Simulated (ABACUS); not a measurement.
Al:

```xyz
1
Lattice="-2.0248 0.0000 2.0248 0.0000 2.0248 2.0248 -2.0248 2.0248 0.0000" Properties=species:S:1:pos:R:3 pbc="T T T"
Al    0.0000    0.0000    0.0000
```

A run of ABACUS 3.10.1 on this cell left the log below. Logs are shortened: lines on timing, memory, paths and dates and some standing lists are left out, and cuts for length are marked.

```text
ABACUS v3.10.1

               Atomic-orbital Based Ab-initio Computation at UStc

 ------------------------------------------------------------------------------------

 READING GENERAL INFORMATION
                           global_out_dir = OUT.Al/
                           global_in_card = INPUT
                               pseudo_dir = ./
                              orbital_dir =
                                    DSIZE = 4
                                    GSIZE = 1

 READING UNITCELL INFORMATION
                                    ntype = 1
                  lattice constant (Bohr) = 1.88973
              lattice constant (Angstrom) = 1

 READING ATOM TYPE 1
                               atom label = Al
                      L=0, number of zeta = 1
                      L=1, number of zeta = 1
                      L=2, number of zeta = 1
             number of atom for this type = 1

                        TOTAL ATOM NUMBER = 1
DIRECT COORDINATES
    atom                   x                   y                   z     mag                  vx                  vy                  vz
taud_Al1            0.0000000000        0.0000000000        0.0000000000  0.0000        0.0000000000        0.0000000000        0.0000000000

                          Volume (Bohr^3) = 112.041
                             Volume (A^3) = 16.6027

 Lattice vectors: (Cartesian coordinate: in unit of a_0)
             -2.02481                  +0            +2.02481
                   +0            +2.02481            +2.02481
             -2.02481            +2.02481                  +0
 Reciprocal vectors: (Cartesian coordinate: in unit of 2 pi/a_0)
            -0.246937           -0.246937           +0.246937
            +0.246937           +0.246937           +0.246937
            -0.246937           +0.246937           -0.246937
 The esolver type has been set to : ksdft_pw

                PAO radial cut off (Bohr) = 10

 Read in pseudopotential file is Al_ONCV_PBE-1.2.upf
                     pseudopotential type = NC
          exchange-correlation functional = PBE
                 nonlocal core correction = 0
                        valence electrons = 11
                                     lmax = 1
                           number of zeta = 0
[... 121 lines left out ...]
 -------------------------------------------
 NONSELF-CONSISTENT
 -------------------------------------------
                                 init_chg = file
 try to read charge from file
 Read in the charge density: OUT.Al//Al-CHARGE-DENSITY.restart
 try to read kinetic energy density from file
 Read in the kinetic energy density: OUT.Al//Al-TAU-DENSITY.restart

 PW ALGORITHM --------------- ION=   1  ELEC=   1--------------------------------
 k(1/102) Iter steps (avg)=10 threshold=1e-07
 k(2/102) Iter steps (avg)=17 threshold=1e-07
 k(3/102) Iter steps (avg)=14 threshold=1e-07
 k(4/102) Iter steps (avg)=15 threshold=1e-07
 k(5/102) Iter steps (avg)=15 threshold=1e-07
 k(6/102) Iter steps (avg)=18 threshold=1e-07
 k(7/102) Iter steps (avg)=18 threshold=1e-07
 k(8/102) Iter steps (avg)=20 threshold=1e-07
 k(9/102) Iter steps (avg)=20 threshold=1e-07
 k(10/102) Iter steps (avg)=20 threshold=1e-07
[... 6 lines left out ...]
 k(17/102) Iter steps (avg)=21 threshold=1e-07
 k(18/102) Iter steps (avg)=20 threshold=1e-07
 k(19/102) Iter steps (avg)=24 threshold=1e-07
 k(20/102) Iter steps (avg)=25 threshold=1e-07
 k(21/102) Iter steps (avg)=24 threshold=1e-07
 k(22/102) Iter steps (avg)=22 threshold=1e-07
 k(23/102) Iter steps (avg)=23 threshold=1e-07
 k(24/102) Iter steps (avg)=23 threshold=1e-07
 k(25/102) Iter steps (avg)=21 threshold=1e-07
 k(26/102) Iter steps (avg)=21 threshold=1e-07
[... levels at 26 k points of this process ...]

 Density error is 0.00000000000
                          Error Threshold = 1.00000000000e-07
----------------------------------------------------------
     Energy           Rydberg                 eV
----------------------------------------------------------
 E_KohnSham     -138.0806555016      -1878.6836983964
 E_KS(sigma->0) -138.0802894493      -1878.6787179997
 E_Harris       -138.0806555016      -1878.6836983964
 E_band         -36.0563415495       -490.5716941077
 E_one_elec     -84.5794129403       -1150.7619494833
 E_Hartree      34.4541731091        468.7730741625
 E_xc           -15.4610983807       -210.3590353163
 E_Ewald        -72.4935851851       -986.3258269659
 E_entropy(-TS) -0.0007321045        -0.0099607934
 E_descf        0.0000000000         0.0000000000
 E_exx          0.0000000000         0.0000000000
 E_Fermi        0.7229017397         9.8355827542
----------------------------------------------------------

 charge density convergence is achieved
 final etot is -1878.6836984 eV
 EFERMI = 9.8355827542 eV

 STATE ENERGY(eV) AND OCCUPATIONS    NSPIN == 1
 1/26 kpoint (Cartesian) = 0.0000 0.0000 0.0000 (1067 pws)
       1       -92.9424      0.0196078
       2       -54.4008      0.0196078
       3       -54.4008      0.0196078
       4       -54.4008      0.0196078
       5      -0.123817      0.0196078
       6        23.6787        0.00000
[... 8 lines left out ...]
      15        33.0724        0.00000
      16        35.5703        0.00000
[... 76 lines left out ...]
       3       -54.4049      0.0196078
       4       -54.4049      0.0196078
       5        2.12022      0.0196078
       6        18.4333    4.10743e-77
[... 8 lines left out ...]
      15        37.4200        0.00000
      16        38.4961        0.00000

[... levels at 20 further k points ...]

 --------------------------------------------
 !FINAL_ETOT_IS -1878.683698396376 eV
 --------------------------------------------

 Output bands in file: OUT.Al/BANDS_1.dat
```

Problem. What input gives this log?

Solution. Band structure with revTPSS, no spin polarisation. The files as run (others can give the same):

INPUT
```
INPUT_PARAMETERS
suffix              Al
calculation         nscf
basis_type          pw
pseudo_dir          ./
symmetry            -1
dft_functional      MGGA_X_REVTPSS+MGGA_C_REVTPSS
ecutwfc             69.0
pseudo_rcut         10
nspin               1
nbands              16
ks_solver           dav
smearing_method     fd
smearing_sigma      0.00367493
scf_thr             1e-08
scf_nmax            100
mixing_type         broyden
mixing_beta         0.7
mixing_tau          1
init_chg            file
pw_diag_thr         1e-07
out_band            1
kpar                4
```

STRU
```
ATOMIC_SPECIES
Al 26.9815 Al_ONCV_PBE-1.2.upf

LATTICE_CONSTANT
1.8897261246

LATTICE_VECTORS
-2.0248050000 0.0000000000 2.0248050000
0.0000000000 2.0248050000 2.0248050000
-2.0248050000 2.0248050000 0.0000000000

ATOMIC_POSITIONS
Direct

Al
0.0
1
0.0000000000 0.0000000000 0.0000000000 1 1 1
```

KPT
```
K_POINTS
12
Line
0.00000000 0.00000000 0.00000000 10 // G
0.50000000 0.00000000 0.50000000 10 // X
0.50000000 0.25000000 0.75000000 10 // W
0.37500000 0.37500000 0.75000000 10 // K
0.00000000 0.00000000 0.00000000 10 // G
0.50000000 0.50000000 0.50000000 10 // L
0.62500000 0.25000000 0.62500000 10 // U
0.50000000 0.25000000 0.75000000 10 // W
0.50000000 0.50000000 0.50000000 10 // L
0.37500000 0.37500000 0.75000000 1 // K
0.62500000 0.25000000 0.62500000 10 // U
0.50000000 0.00000000 0.50000000 1 // X
```

Potentials or basis: SG15 ONCV 1.2 PBE, plane waves.
Launch:
```sh
$ OMP_NUM_THREADS=1 mpirun -np 4 abacus > log
```

Caveat: the density is read from an earlier self-consistent run, whose mesh may be coarse.
